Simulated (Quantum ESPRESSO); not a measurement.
# Quick settings and what they miss: CsI (Pm-3m, 2 atoms in the cell)

Self-consistent single point.

```
CELL_PARAMETERS angstrom
      4.57284     0.00000     0.00000
      0.00000     4.57284     0.00000
      0.00000     0.00000     4.57284
ATOMIC_POSITIONS crystal
  Cs 0.00000 0.00000 0.00000
  I  0.50000 0.50000 0.50000
```

Level of theory: PBE, PSlibrary PAW (PBE) pseudopotentials (plane waves; Quantum ESPRESSO).

Base settings: ecutwfc = 40 Ry; ecutrho = 280 Ry; occupations = smearing; smearing = gauss; degauss = 0.0036749 Ry; potentials = {Cs: Cs.pbe-spn-kjpaw_psl.1.0.0.UPF, I: I.pbe-n-kjpaw_psl.1.0.0.UPF}; K_POINTS = automatic 7 7 7 0 0 0; conv_thr = 1e-09 Ry.

Tight run (finer mesh or higher cutoff; not a proven limit): ecutwfc: 40 Ry → 56 Ry; ecutrho: 280 Ry → 392 Ry; conv_thr: 1e-09 Ry → 7.3e-11 Ry; K_POINTS: automatic 7 7 7 0 0 0 → automatic 10 10 10 0 0 0. It gave top of the valence band (on the code's own zero) 3.09 eV; gap on the k-point mesh 3.87 eV; pressure 0.68 GPa.

Quick runs, as changes from the base:
- A: the base itself
- B: ecutwfc: 40 Ry → 20 Ry; ecutrho: 280 Ry → 140 Ry; K_POINTS: automatic 7 7 7 0 0 0 → automatic 8 8 8 1 1 1
- C: ecutwfc: 40 Ry → 24 Ry; ecutrho: 280 Ry → 168 Ry; smearing: gauss → mp; degauss: 0.0036749 Ry → 0.0147 Ry; K_POINTS: automatic 7 7 7 0 0 0 → automatic 1 1 1 1 1 1
- D: ecutwfc: 40 Ry → 24 Ry; ecutrho: 280 Ry → 168 Ry; smearing: gauss → mp; degauss: 0.0036749 Ry → 0.0099958 Ry; K_POINTS: automatic 7 7 7 0 0 0 → automatic 3 3 3 0 0 0
- E: ecutwfc: 40 Ry → 20 Ry; ecutrho: 280 Ry → 140 Ry; conv_thr: 1e-09 Ry → 7.3e-05 Ry; K_POINTS: automatic 7 7 7 0 0 0 → automatic 2 2 2 0 0 0
- F: ecutwfc: 40 Ry → 32 Ry; ecutrho: 280 Ry → 224 Ry; K_POINTS: automatic 7 7 7 0 0 0 → automatic 2 2 2 1 1 1

Dashes: gap of C, F, left out as unsure on this mesh or at this smearing.

Gaps are read on each run's own mesh, which may miss the band edges.

The count of work is k-points × plane waves × bands × iterations; it is no time. Core times come from one kind of shared machine and are given to one figure; runs under 30 s give none.

The starting cell comes from a database of computed structures (which also holds hypothetical and non-ambient phases and stackings), without a prior relaxation at this level. Its lattice was rescaled by a random factor within 2.5 % of one. Spin-orbit coupling is off.

```csv
run,energy less tight (meV/atom),pressure less tight (GPa),gap on the mesh less tight (eV),count of work / tight,core time / tight (rough)
A,1.5,-0.02,0.024,0.21,0.4
B,17.1,-0.09,0.354,0.076,0.2
C,-1993.5,-15.78,–,0.0051,0.2
D,18.0,0.00,0.079,0.023,0.3
E,124.3,0.82,-0.068,0.0096,0.2
F,-87.6,-0.68,–,0.0075,0.3
```

Among the runs at the tight run's level, the energy misses run from 1.5 to 1993.5 meV/atom.
